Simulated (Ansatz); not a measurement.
YN: equation of state with LDA

Crystal: YN.

```
Y N
1.0
     0.00000    2.43850    2.43850
     2.43850    0.00000    2.43850
     2.43850    2.43850    0.00000
Y N
1 1
Direct
  0.00000 0.00000 0.00000
  0.50000 0.50000 0.50000
```

```yaml
Program: Ansatz 0.2.0
Task: equation of state
Functional: LDA
Potentials_or_basis: Ansatz PAW
Cutoff: 420 eV
Density_cutoff: 1680 eV
k_mesh: 9 × 9 × 9
Occupations: fermi-dirac, width 0.05 eV
Spin: no spin polarisation
```

```
Equilibrium volume                      : 14.00 Å³/atom
Bulk modulus                            : 183 GPa
Pressure derivative of the bulk modulus : 4.3
```

Energy against volume, from the lowest point:
```csv
volume (Å³/atom),energy (meV/atom)
13.630,5.55
13.920,0.00
14.210,1.51
14.500,9.42
14.790,22.92
15.080,41.62
15.370,64.82
```

All runs of the series together: 5 s on 2 threads of Intel(R) Xeon(R) Platinum 8259CL CPU @ 2.50GHz (Skylake/Cascade Lake), with other jobs on the host.

LDA usually gives volumes a few per cent too small. Zero-point motion and thermal expansion aren't in these numbers.
